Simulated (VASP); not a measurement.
## SnSe in VASP 6.6.1, single-point calculation

INCAR

```
LASPH = .TRUE.
ISIF = 2
ENCUT = 520
IBRION = -1
PREC = Accurate
LCHARG = .FALSE.
ISMEAR = -1
SIGMA = 0.02
NSW = 0
EDIFF = 1E-7
NELM = 3
GGA = PE
LWAVE = .FALSE.
LREAL = .FALSE.
NBANDS = 17
```

KPOINTS

```
KPOINTS created by Atomic Simulation Environment
0
Gamma
8 8 8
0 0 0
```

POSCAR

```
Sn Se
 1.0000000000000000
     0.0000000000000000    2.9848894912000001    2.9848894912000001
     2.9986199829000002    0.0000000000000000    2.9848894912000001
     2.9986199829000002    2.9848894912000001    0.0000000000000000
 Sn  Se
   1   1
Cartesian
  0.0000000000000000  0.0000000000000000  0.0000000000000000
  2.9986199829000002  2.9848894912000001  2.9848894912000001
```

The recommended PBE PAW datasets give the neutral cell 20 valence electrons.

Command

```
mpirun -np 1 vasp_std
```

OSZICAR

```
N       E                     dE             d eps       ncg     rms          rms(c)
DAV:   1     0.131750468592E+03    0.13175E+03   -0.98145E+03  2023   0.144E+03
DAV:   2     0.425302014028E+01   -0.12750E+03   -0.12313E+03  2153   0.349E+02
DAV:   3    -0.804995980306E+01   -0.12303E+02   -0.12166E+02  2460   0.934E+01
   1 F= -.80499598E+01 E0= -.80499596E+01  d E =-.320975E-06
```

Standard output (part)

```
POSCAR found type information on POSCAR SnSe
 POSCAR found :  2 types and       2 ions
 LDA part: xc-table for (Slater+PW92), standard interpolation
 POSCAR, INCAR and KPOINTS ok, starting setup
 WAVECAR not read
 entering main loop
|     The electronic self-consistency was not achieved in the given           |
|     number of steps (NELM). The forces and other quantities evaluated       |
|     might not be reliable so examine the results carefully. If you find     |
|     spurious results, we suggest increasing NELM, if you were close to      |
|     convergence or switching to a different ALGO or adjusting the           |
|     density mixing parameters otherwise.                                    |
```

It didn't converge.

The fault: too few electronic steps.

The run took about 12 s on one core of a shared host (Intel Xeon Platinum 8488C) and held 0.2 GiB at most.
